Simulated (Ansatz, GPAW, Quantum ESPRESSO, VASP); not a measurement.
## HfC: programs and potentials compared

```
CELL_PARAMETERS angstrom
0.00000 2.32500 2.32500
2.32500 0.00000 2.32500
2.32500 2.32500 0.00000
ATOMIC_POSITIONS crystal
Hf 0.50000 0.50000 0.50000
C 0.00000 0.00000 0.00000
```

Alike in all runs: task band structure; functional PBE; k mesh 10 × 10 × 10; occupations fermi-dirac, width 0.05 eV; no spin polarisation; no spin-orbit coupling. Pressure is positive in compression and, in plane waves, holds the error of the finite cutoff.

```json
{"program and potentials": "Quantum ESPRESSO, SG15 PBE 1.2", "plane-wave cutoff (eV)": "1197", "notes": "15 valence electrons an atom on average", "pressure (GPa)": "0.40"}
{"program and potentials": "GPAW, GPAW PAW data sets (gpaw-data 1.2.1)", "plane-wave cutoff (eV)": "800", "notes": "8 valence electrons an atom on average", "pressure (GPa)": "1.31"}
{"program and potentials": "Ansatz, all-electron LAPW, scalar-relativistic", "plane-wave cutoff (eV)": "-", "notes": "-", "pressure (GPa)": "0.28"}
{"program and potentials": "VASP, PBE PAW files C, Hf_pv, 520 eV", "plane-wave cutoff (eV)": "520", "notes": "7 valence electrons an atom on average", "pressure (GPa)": "-0.41"}
{"program and potentials": "Quantum ESPRESSO, PseudoDojo 0.4.1 SR PBE standard", "plane-wave cutoff (eV)": "1116", "notes": "8 valence electrons an atom on average", "pressure (GPa)": "0.40"}
```

The pressure spans -0.41 (VASP, PBE PAW files C, Hf_pv, 520 eV) to 1.31 GPa (GPAW, GPAW PAW data sets (gpaw-data 1.2.1)), with all-electron results at 0.28.

The functional is the same throughout but for its coding, so the spread measures potentials, basis and numerics; runs on potential files found faulty are left out.
